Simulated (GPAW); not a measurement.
# Nb in GPAW: convergence with smearing width (eV)

Nb:

```
Nb
1.0
     0.00000    2.11500    2.11500
     2.11500    0.00000    2.11500
     2.11500    2.11500    0.00000
Nb
1
Direct
  0.00000 0.00000 0.00000
```

This isn't the form of Nb at room conditions, which is bcc.

```yaml
Program: GPAW 26.7.0
Task: elastic constants
Functional: r2SCAN
Dispersion: D4
Potentials_or_basis: GPAW PAW data sets (gpaw-data 1.2.1), other valence
Cutoff: 450 eV
Basis: pw
k_mesh: 8 × 8 × 8
Occupations: fermi-dirac, width 0.4 eV
Spin: no spin polarisation
```

These are the settings of the first run; the series varies smearing width (eV), with any setting tied to it.

Hardware: 1 thread of Arm Neoverse V2, with other jobs on the host.

| smearing width (eV) | energy less the tightest run, at zero smearing (meV/atom) | SCF cycles | CPU time (s) | peak memory (GiB) |
| --- | --- | --- | --- | --- |
| 0.4 | -21.35 | 16 | 150 | 0.63 |
| 0.25 | -4.30 | 16 | 140 | 0.63 |
| 0.15 | 1.93 | 15 | 140 | 0.63 |
| 0.1 | 2.41 | 16 | 140 | 0.63 |
| 0.05 | 0.91 | 16 | 140 | 0.63 |
| 0.02 | 0.00 | 17 | 140 | 0.63 |

Against the tightest run, the energy stays within 1 meV/atom from 0.05 on. Narrower smearing needs a denser k mesh, so at a fixed mesh the narrowest width isn't the most accurate. The tightest run that finished is the yardstick and may itself not be fully converged.

Caveat, for the tightest run too: the density grid can change from cell to cell, which puts small steps into energies and stress; the elastic tensor has a negative eigenvalue, so either the cell is unstable as it stands or the mesh is too thin.
